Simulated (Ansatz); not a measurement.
**What a change of settings does to a run on Rh**

Structure from Materials Project entry mp-74 (possibly hypothetical), not relaxed further. The listed cell was then made from it by scaling, straining or moving an atom.

First run: DFT, LDA, all-electron LAPW, scalar-relativistic (Ansatz 0.2.0).

Command: `ansatz run input.yaml --threads 1 --pin off --max-ram 2048MiB --backend cpu --events-out ev --progress --plain --runs-dir out` The run took 14 s on 1 thread of Arm Neoverse V2, with other jobs on the host, peak memory 0.38 GiB.

```yaml
crystal:
  lattice:
    - [0.0, 1.890213983, 1.890213983]
    - [1.890213983, 0.0, 1.890213983]
    - [1.890213983, 1.890213983, 0.0]
  atoms:
    - { symbol: Rh, position: [0.0, 0.0, 0.0] }
kpoints:
  mp_grid: { grid: [18, 18, 18] }
scf:
  occupations: { method: fermi_dirac, width: 0.05 }
hamiltonian:
  xc: lda
  pseudopotentials: { kind: all_electron, lapw: { basis_error: 0.0005 } }
output:
  forces: true
  stress: true
  eigenvalues: true
```

Result: converged; pressure -6.34 GPa; 6 SCF iterations.

Spin polarisation is left out, and whether a magnetic state lies lower isn't shown here.

The input is then changed:

```diff
@@ -10,4 +10,5 @@
 scf:
   occupations: { method: fermi_dirac, width: 0.05 }
+  lower_state_search: "off"
 hamiltonian:
   xc: lda
@@ -17,3 +18,5 @@
   stress: true
   eigenvalues: true
+basis:
+  xc_grid: 1
```

Problem. Predict the outcome of the changed run.

Solution. It converged; energy at zero smearing 0.0 meV/atom from the first run; pressure -6.34 GPa; 6 SCF iterations.
